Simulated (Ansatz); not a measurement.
# Zr₃Si₂ (P4/mbm), two-dimensional strain map

All numbers below come from DFT PBEsol, scalar-relativistic, plane waves, PAW (Ansatz). The runs took a 420 eV cutoff, a Γ-centred 6×6×12 mesh and Gaussian smearing (0.15 eV). No spin polarisation. Energies are free energies at this smearing, counted from the undisturbed cell; pressure is positive in compression.

The undisturbed cell (relaxed at this level; it needn't be the usual structure):

```xyz
10
Lattice="7.0656 0.0000 0.0000 0.0000 7.0656 0.0000 0.0000 0.0000 3.6445" Properties=species:S:1:pos:R:3 pbc="T T T"
Zr    1.2328    4.7656    1.8222
Zr    5.8328    2.3000    1.8222
Zr    2.3000    1.2328    1.8222
Zr    4.7656    5.8328    1.8222
Zr    0.0000    0.0000    0.0000
Zr    3.5328    3.5328    0.0000
Si    4.3975    0.8648    0.0000
Si    2.6680    6.2008    0.0000
Si    6.2008    4.3975    0.0000
Si    0.8648    2.6680    0.0000
```

The cell is strained by p along both x and y and by q along z, fractional coordinates fixed. Points are written (p, q).

Energy above the undisturbed cell in meV/atom (a dash: not computed):

```
 p \ q  -0.080  0.000  0.080
-0.080   596.3  313.2  237.1
 0.000    88.3    0.0   64.2
 0.080   166.6  211.3  370.5
```

Pressure in GPa:

```csv
p \ q,-0.080,0.000,0.080
-0.080,57.9,34.9,19.1
0.000,13.2,0.0,-8.5
0.080,-8.9,-16.4,-20.7
```